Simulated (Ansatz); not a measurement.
# MnSi (Pm-3m) in Ansatz: further runs, part 2 of 2

Ansatz 0.2.0. The steps go on from the part before.

### Step 5. Single point, HF, collinear spin, ferromagnetic start

File input:

```
crystal:
  lattice:
    - [3.07218072, 0.0, 0.0]
    - [0.0, 3.07218072, 0.0]
    - [0.0, 0.0, 3.07218072]
  atoms:
    - { symbol: Mn, position: [0.0, 0.0, 0.0], spin: 4.0 }
    - { symbol: Si, position: [0.5, 0.5, 0.5] }
hamiltonian:
  xc: hf
  pseudopotentials: { kind: paw }
magnetization:
  spin_polarized: true
kpoints:
  mp_grid: { grid: [5, 5, 5] }
scf:
  occupations: { method: fermi_dirac, width: 0.05 }
output:
  forces: true
  stress: true
  eigenvalues: true
```

Potentials or basis: Ansatz PAW.

What it wrote:

```text
Warning: output.stress: scf.convergence.dr2_threshold = 1e-7 eV (the SCF's general default) is looser than the 2e-10 eV advised for a printed stress (1e-10 eV for each atom of the cell: 2). What an SCF threshold leaves in a stress goes as its square root, and in the free energy as the threshold itself, and one threshold admits the most on a small cell: of the crystals measured, under no hybrid functional and no lock of the moments, on runs that ended without the residual-converged pass, on stresses that held no estimate of that error, the worst erred by over 100 MPa in a component at 1e-7 eV an atom and by under 5 at 1e-10. Set scf.convergence.dr2_threshold to 2e-10 eV or tighter. The threshold is an SCF's pass mark: one that does not reach it within its budget of iterations ends unconverged, or closes short of it on a stop that the run arms, and scf.convergence.dr2_threshold's page says what that costs each kind of run
Warning: output.stress: scf.exx.energy_threshold = 1e-6 eV is looser than the 2e-8 eV advised for a stress under a hybrid functional (1e-8 eV for each atom of the cell: 2). Every SCF of the exchange loop can meet its threshold on dr2 while the loop round them stops early: no threshold on dr2 bounds what that leaves in the stress. Set scf.exx.energy_threshold to 2e-8 eV or tighter. The threshold is the loop's pass mark: a loop that does not reach it within its budget of cycles ends unconverged, and scf.exx.energy_threshold's page has the law
GPUs: using 1 of 1 available (devices: 1).
Engine: ansatz 0.2.0, x86_64-unknown-linux-gnu
Pseudopotentials: kind: paw
Pseudopotential: Mn, paw, valence charge 15, recommended cutoff 420 eV (normal), Mn.paw.azcp
Pseudopotential: Si, paw, valence charge 4, recommended cutoff 420 eV (normal), Si.paw.azcp
Functional definition: HF
  exchange = exact_x
  correlation = 0
device memory: the entry about to start is reckoned to put 0.7 GiB on a device that reports 30.5 GiB free (of which the cap on the GPU budget leaves the run 18.0 GiB)
GPU FFT provider: cuFFT
GPU libraries: cuBLAS 13.8.2, cuFFT 12.4.0, cuSOLVER 12.3.4
Crystal: 2 atoms, lattice volume = 28.996 Å³
Basis set: ecut = 420 eV, 587 PW (Γ)
Bands: 16, of which v1, the nominal top of the filled ones, is band 10 counted from 1 (9 counted from 0)
Symmetry: 48 space group operations
Space group: Pm-3m (ITA 221), of the structure as read, at distance tolerance 3.1e-5 Å
Magnetic group: BNS 221.92 (UNI 1594), of the structure as read, at distance tolerance 3.1e-5 Å
k-points: 10 of 125
Non-local potential: Mn, projectors of the file, l = 0: 3, l = 1: 2, l = 2: 3, l = 3: 1
Non-local potential: Si, projectors of the file, l = 0: 2, l = 1: 2, l = 2: 2
PAW form: soft (Blöchl's): semilocal exchange-correlation on the pseudo side does not see the compensation charge
PAW frozen core: Mn, regenerated for the run's functional, and the local potential with it (the file was generated under x = pbe(κ = 0.804, μ = 0.2195149727645171), c = pbe(β = 0.06672455060314922))
PAW frozen core: Si, regenerated for the run's functional, and the local potential with it (the file was generated under x = pbe(κ = 0.804, μ = 0.2195149727645171), c = pbe(β = 0.06672455060314922))
PAW one-centre angular grid: Mn, 590 points (default); XC on 64 Gauss nodes
PAW one-centre angular grid: Si, 110 points (default); XC on 64 Gauss nodes
[... 366 lines left out ...]
this state was not tested for a lower state beside it, because the functional holds exact exchange (a hybrid, or Hartree-Fock), whose exchange loop this test does not read (fock_operator); the stability check (scf.self_checks: high) cannot read this state: a pseudopotential is PAW: the check reads norm-conserving sets alone
hybrid SCF converged: 20 outer / 126 inner (+15 warm-up), last move |dexx| = 1.84e-9 eV, tail = 1.94e-9 eV
Magnetization: 4.0080 μB (11.5040 up, 7.4960 down)
Absolute magnetization: 5.2057 μB (∫|ρ↑−ρ↓|, with the PAW one-centre terms)
Spin contamination: 0.7456 ħ² per cell (⟨S²⟩ above its minimum at these occupations)
Per-site moments (μB) at R_I (Å): [(4.52303295494317, 1.0974919512714165), (-0.4107198152241952, 1.0974919512714165)]
Free energy (F): -4491.388931 eV
Frozen-core exchange: fock
Harris-Foulkes:  -4491.388931 eV  (|F-HF|=1.71e-10)
Internal energy: -4491.385875 eV  (E = F + TS)
E sigma→0 (E₀):  -4491.387403 eV
Entropy (-TS):   -0.003056 eV (-1.528 meV/atom)
Fermi energy:    15.137287 eV
--- Per-component energies (eV) ---
  E_band       = -435.555205
  E_kinetic    = 344.807605
  E_local      = -2315.672908  (includes V_loc(G=0)·N_el)
  E_nonlocal   = 279.171140
  E_hartree    = 981.183026
  E_xc         = 0.000000
  E_vxc        = 0.000000  (∫ρ·V_xc dr)
  E_exx        = -323.076273  (= α·E_x^exact, valence–valence)
  E_paw        = -1628.910756  (= ΣΔE_a)
  E_vpaw       = -60.073924  (= ΣTr[D̂ρ^β])
  E_aug_tail   = -0.000003  (compensation charges beyond the density's cutoff)
  E_ewald      = -1828.021692
  E_core_change = -0.866015  (= ΣΔE_core)
  E_smearing   = -0.003056  (= −TS)
  E_closure    = -0.000000  (closes the sum)
  Σ components = -4491.388931   (vs F -4491.388931, Δ=0.00e0)
--- Forces (eV/Å), atoms counted from 1 ---
  atom   1  Mn    -0.00000000     0.00000000     0.00000000
  atom   2  Si     0.00000000    -0.00000000     0.00000000
  max |Σ_I F_I| component: 9.44e-25 eV/Å
--- Stress (GPa, compression-positive) ---
       37.606401       0.000000       0.000000
        0.000000      37.606401       0.000000
        0.000000       0.000000      37.606401
  P = ⅓ Tr σ = 37.6064 GPa (376.064 kbar)
--- Band table (eV; the first three rows and the last of 20) ---
  k-point 0 ↑: bands = ["-92.8922", "-56.2932", "-56.2932", "-56.2932", "-5.2026", "-0.0600", "-0.0600", "1.5180", "1.5180", "1.5180", "19.7009", "19.7009", "19.7009", "24.2087", "24.2087", "27.5599"]
  k-point 1 ↑: bands = ["-92.8907", "-56.3091", "-56.2899", "-56.2899", "-4.3227", "0.0161", "0.1626", "1.2853", "1.2853", "1.5354", "11.6792", "20.9361", "20.9361", "24.5717", "26.6569", "31.6047"]
  k-point 2 ↑: bands = ["-92.8886", "-56.3373", "-56.2860", "-56.2860", "-1.8656", "0.1398", "0.2603", "0.9390", "0.9390", "1.5664", "5.4766", "23.9065", "23.9065", "25.2960", "28.1099", "28.8207"]
  k-point 9 ↓: bands = ["-82.3271", "-43.4829", "-43.4781", "-43.4781", "2.6093", "6.9723", "6.9723", "9.6761", "19.1815", "19.5706", "19.5706", "27.9611", "27.9611", "28.8718", "29.7739", "29.7739"]
```

Wall time 42 s (1 × NVIDIA H100 80GB HBM3 with 2 threads of AMD EPYC 7R13 (Zen 3), shared host); peak memory 1.7 GiB.

The run converged, but a check on its numbers failed (symmetry, net force, bounds or a known fault of this set-up), so they aren't taken as properties of the crystal.

Caveat: the k mesh is coarse (spacing up to 0.41 Å⁻¹), so the values aren't converged, least of all with exact exchange; the magnetic or orbital state may not be the lowest; the pressure holds a Pulay correction of +1.0 GPa for the finite cutoff; the PAW data sets come from PBE, with cores solved anew for the run's functional, which leaves a small shift of forces and pressure; the thresholds are loose for stress.

### Step 6. Relaxation of cell and atoms, HF, collinear spin, ferromagnetic start

Edit input of step 5 so:

```diff
@@ -21 +21,5 @@
   eigenvalues: true
+relax:
+  f_tol: 0.01
+  max_steps: 40
+  cell: { stress_tol: 0.05 }
```

Potentials or basis: Ansatz PAW.

Wall time 2.7 min (1 × NVIDIA H100 80GB HBM3 with 2 threads of AMD EPYC 7R13 (Zen 3), shared host); peak memory 2 GiB.

The run converged. Its results:

| Property | Result |
| --- | --- |
| Free energy | -4492.6844 eV |
| Relaxed volume | 20.85 Å³/atom |
| Relaxed cell | a = 3.468 Å, b = 3.468 Å, c = 3.468 Å, α = 90.00°, β = 90.00°, γ = 90.00° |
| Space group after relaxing (to 0.05 Å) | Pm-3m (No. 221) |
| Energy gained by relaxing | 647.7 meV/atom |
| Ionic steps | 8 |
| Pressure after relaxing | 0.0 GPa |
| Band gap on the k mesh | none (metal or under the smearing width) |
| Net moment | 4.20 μB per cell |
| Absolute moment | 5.60 μB per cell |
| Site moments | Mn +4.82; Si -0.51 μB |

The path:
```tsv
step	energy change (eV)	largest force (eV/Å)	volume (Å³)
1	0.0000	0.0000	29.00
2	-0.8696	0.0000	33.45
3	-1.2036	0.0000	38.33
4	-1.2494	0.0000	40.98
5	-1.2494	0.0000	41.78
6	-1.2953	0.0000	41.78
7	-1.2957	0.0000	41.70
8	-1.2955	0.0000	41.70
```

Final structure:
```yaml
crystal:
  lattice:
    - [3.46766, 0.00000, 0.00000]
    - [0.00000, 3.46766, 0.00000]
    - [0.00000, 0.00000, 3.46766]
  atoms:
    - { symbol: Mn, position: [0.00000, 0.00000, 0.00000] }
    - { symbol: Si, position: [0.50000, 0.50000, 0.50000] }
```

Levels at points of the mesh, in eV from the Fermi level:
Spin up:
| k point | band 9 | band 10 | band 11 | band 12 | band 13 | band 14 |
| --- | --- | --- | --- | --- | --- | --- |
| (0.00, 0.00, 0.00) | -13.22 | -13.22 | 4.55 | 4.55 | 4.55 | 7.57 |
Spin down:
```tsv
k point	band 3	band 4	band 5	band 6	band 7	band 8	band 9	band 10	band 11	band 12
(0.00, 0.00, 0.00)	-57.51	-57.51	-17.09	3.23	3.23	3.23	5.17	5.17	8.41	11.29
```

Caveat: the k mesh is coarse (spacing up to 0.41 Å⁻¹), so the values aren't converged, least of all with exact exchange; the magnetic or orbital state may not be the lowest; the volume moved by over 15 % at a fixed basis, so the end points are rough; the plane-wave basis is chosen anew once the cell has moved, so the energies of steps on either side of that aren't comparable; the pressure holds a Pulay correction of +0.7 GPa for the finite cutoff; the PAW data sets come from PBE, with cores solved anew for the run's functional, which leaves a small shift of forces and pressure.

### Step 7. Summary

```tsv
task	level	cell	cutoff (eV)	gap on the mesh (eV)	pressure (GPa)	moment (μB)
single point	r2SCAN0	as given	500	none	4.8	3.88
single point	r2SCANh	as given	500	none	-4.9	3.43
single point	r2SCAN50	as given	500	none	10.1	3.98
relaxation of cell and atoms	HF	relaxed	420	none	0.0	4.20
```

Alike in all rows: potentials or basis Ansatz PAW; spin collinear, ferromagnetic start; k mesh 5 × 5 × 5; smearing fermi-dirac 0.05 eV; the mesh is coarse, so values aren't converged.

Caveats: all runs use coarse meshes; the magnetic or orbital state may not be the lowest; the PAW data sets come from PBE, with cores solved anew for the run's functional, which leaves a small shift of forces and pressure; the thresholds are loose for stress (some runs); the volume moved by over 15 % at a fixed basis, so the end points are rough (some runs); the plane-wave basis is chosen anew once the cell has moved, so the energies of steps on either side of that aren't comparable (some runs).

Total energies depend on the potentials used, so only differences within one code and one set of settings carry meaning.
